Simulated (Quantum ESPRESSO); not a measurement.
TaN:

```xyz
2
Lattice="2.9380 0.0000 0.0000 -1.4690 2.5444 0.0000 0.0000 0.0000 2.8830" Properties=species:S:1:pos:R:3 pbc="T T T"
Ta    0.0000    0.0000    1.4415
N     1.4690    0.8481    0.0000
```

A run of Quantum ESPRESSO 7.5 on this cell left the log below. Logs are shortened: lines on timing, memory, paths and dates and some standing lists are left out, and cuts for length are marked.

```text
This program is part of the open-source Quantum ESPRESSO suite
     for quantum simulation of materials; please cite
[... 6 lines left out ...]
     using ibrav=0 with symmetry is DISCOURAGED, use correct ibrav instead

     K-points division:     npool     =       2
     Subspace diagonalization in iterative solution of the eigenvalue problem:
     a serial algorithm will be used

     G-vector sticks info
     --------------------
     sticks:   dense  smooth     PW     G-vecs:    dense   smooth      PW
     Sum         955     475    151                23323     8299    1461

     Using Slab Decomposition

     bravais-lattice index     =            0
     lattice parameter (alat)  =       5.5520  a.u.
     unit-cell volume          =     145.4372 (a.u.)^3
     number of atoms/cell      =            2
     number of atomic types    =            2
     number of electrons       =        18.00
     number of Kohn-Sham states=           15
     kinetic-energy cutoff     =      56.0000  Ry
     charge density cutoff     =     448.0000  Ry
     scf convergence threshold =      4.0E-10
     mixing beta               =       0.5000
     number of iterations used =            8  plain     mixing
     Exchange-correlation= SLA  PW   PSX  PSC
                           (   1   4  10   8   0   0   0)

     celldm(1)=   5.552015  celldm(2)=   0.000000  celldm(3)=   0.000000
     celldm(4)=   0.000000  celldm(5)=   0.000000  celldm(6)=   0.000000

     crystal axes: (cart. coord. in units of alat)
               a(1) = (   1.000000   0.000000   0.000000 )
               a(2) = (  -0.500000   0.866025   0.000000 )
               a(3) = (   0.000000   0.000000   0.981280 )

     reciprocal axes: (cart. coord. in units 2 pi/alat)
               b(1) = (  1.000000  0.577350 -0.000000 )
               b(2) = (  0.000000  1.154701  0.000000 )
               b(3) = (  0.000000 -0.000000  1.019077 )

     PseudoPot. # 1 for Ta read from file:
     ta_pbesol_v1.uspp.F.UPF
     Pseudo is Ultrasoft + core correction, Zval = 13.0
[... 24 lines left out ...]
     atomic species   valence    mass     pseudopotential
     Ta               13.00   180.94790     Ta( 1.00)
     N                 5.00    14.00700     N ( 1.00)

     12 Sym. Ops. (no inversion) found

   Cartesian axes

     site n.     atom                  positions (alat units)
         1        Ta     tau(   1) = (   0.0000000   0.0000000   0.4906399  )
         2        N      tau(   2) = (   0.5000000   0.2886751   0.0000000  )

     number of k points=    70  Fermi-Dirac smearing, width (Ry)=  0.0037
                       cart. coord. in units 2pi/alat
        k(    1) = (   0.0000000   0.0000000   0.0000000), wk =   0.0022222
        k(    2) = (   0.0000000   0.0000000   0.1132308), wk =   0.0044444
        k(    3) = (   0.0000000   0.0000000   0.2264616), wk =   0.0044444
        k(    4) = (   0.0000000   0.0000000   0.3396924), wk =   0.0044444
        k(    5) = (   0.0000000   0.0000000   0.4529233), wk =   0.0044444
        k(    6) = (   0.0000000   0.1154701   0.0000000), wk =   0.0133333
[... 62 lines left out ...]
        k(   69) = (   0.3000000   0.5196152   0.3396924), wk =   0.0266667
        k(   70) = (   0.3000000   0.5196152   0.4529233), wk =   0.0266667

     Dense  grid:    23323 G-vectors     FFT dimensions: (  40,  40,  40)

     Smooth grid:     8299 G-vectors     FFT dimensions: (  27,  27,  25)

     Initial potential from superposition of free atoms

     starting charge      17.9990, renormalised to      18.0000

     negative rho (up, down):  9.361E-02 0.000E+00
     Starting wfcs are   17 randomized atomic wfcs

     Self-consistent Calculation

     iteration #  1     ecut=    56.00 Ry     beta= 0.50
     Davidson diagonalization with overlap
     ethr =  1.00E-02,  avg # of iterations =  3.0

     negative rho (up, down):  9.632E-02 0.000E+00
[... 58 lines left out ...]
     iteration #  8     ecut=    56.00 Ry     beta= 0.50
     Davidson diagonalization with overlap
     ethr =  4.11E-11,  avg # of iterations =  2.0

     negative rho (up, down):  9.984E-02 0.000E+00

     End of self-consistent calculation

          k = 0.0000 0.0000 0.0000 (  1057 PWs)   bands (ev):

   -48.3726 -14.6962 -14.4346 -14.4346   2.3569  15.5065  15.5065  15.8539
    17.1480  22.2780  23.6660  23.6660  24.0620  24.0620  32.9313
[... 343 lines left out ...]
   -48.2412 -15.3109 -15.1089 -14.9148   4.4448  11.9823  13.4748  16.0064
    19.5776  24.5062  25.0476  26.6108  27.3942  29.4001  31.7025

     the Fermi energy is    20.1218 ev

!    total energy              =    -162.04261780 Ry
     estimated scf accuracy    <          1.9E-10 Ry
     smearing contrib. (-TS)   =      -0.00002395 Ry
     internal energy E=F+TS    =    -162.04259385 Ry

     The total energy is F=E-TS. E is the sum of the following terms:
     one-electron contribution =      -6.56014950 Ry
     hartree contribution      =      15.03639093 Ry
     xc contribution           =     -47.48040513 Ry
     ewald contribution        =    -123.03843015 Ry

     convergence has been achieved in   8 iterations

     negative rho (up, down):  9.984E-02 0.000E+00

     Forces acting on atoms (cartesian axes, Ry/au):

     atom    1 type  1   force =     0.00000000    0.00000000    0.00000000
     atom    2 type  2   force =     0.00000000    0.00000000    0.00000000

     Total force =     0.000000     Total SCF correction =     0.000000

     Computing stress (Cartesian axis) and pressure

     negative rho (up, down):  9.984E-02 0.000E+00
          total   stress  (Ry/bohr**3)                   (kbar)     P=      -47.47
  -0.00031717   0.00000000   0.00000000          -46.66        0.00        0.00
   0.00000000  -0.00031717  -0.00000000            0.00      -46.66       -0.00
   0.00000000  -0.00000000  -0.00033381            0.00       -0.00      -49.11

=------------------------------------------------------------------------------=
   JOB DONE.
=------------------------------------------------------------------------------=
```

Problem. What input gives this log?

Solution. Single point with PBEsol, no spin polarisation. The files as run (others can give the same):

pw.in
```
&CONTROL
  calculation = 'scf'
  prefix = 'pwscf'
  outdir = './tmp'
  pseudo_dir = './pseudo'
  tprnfor = .true.
  tstress = .true.
  disk_io = 'nowf'
/
&SYSTEM
  ibrav = 0
  nat = 2
  ntyp = 2
  ecutwfc = 56
  ecutrho = 448
  nbnd = 15
  occupations = 'smearing'
  smearing = 'fd'
  degauss = 0.00367493
/
&ELECTRONS
  conv_thr = 4d-10
  electron_maxstep = 120
  mixing_beta = 0.5
/
ATOMIC_SPECIES
Ta   180.9479 ta_pbesol_v1.uspp.F.UPF
N     14.0070 n_pbesol_v1.2.uspp.F.UPF
CELL_PARAMETERS angstrom
   2.9380000000    0.0000000000    0.0000000000
  -1.4690000000    2.5443826363    0.0000000000
   0.0000000000    0.0000000000    2.8830000000
ATOMIC_POSITIONS crystal
Ta     0.0000000000    0.0000000000    0.5000000000
N      0.6666666667    0.3333333333    0.0000000000
K_POINTS automatic
10 10 9 0 0 0
```

Potentials or basis: GBRV 1.5 PBEsol.
Run with:
```console
$ OMP_NUM_THREADS=1 mpirun -n 2 pw.x -nk 2 -in pw.in > pw.out
```
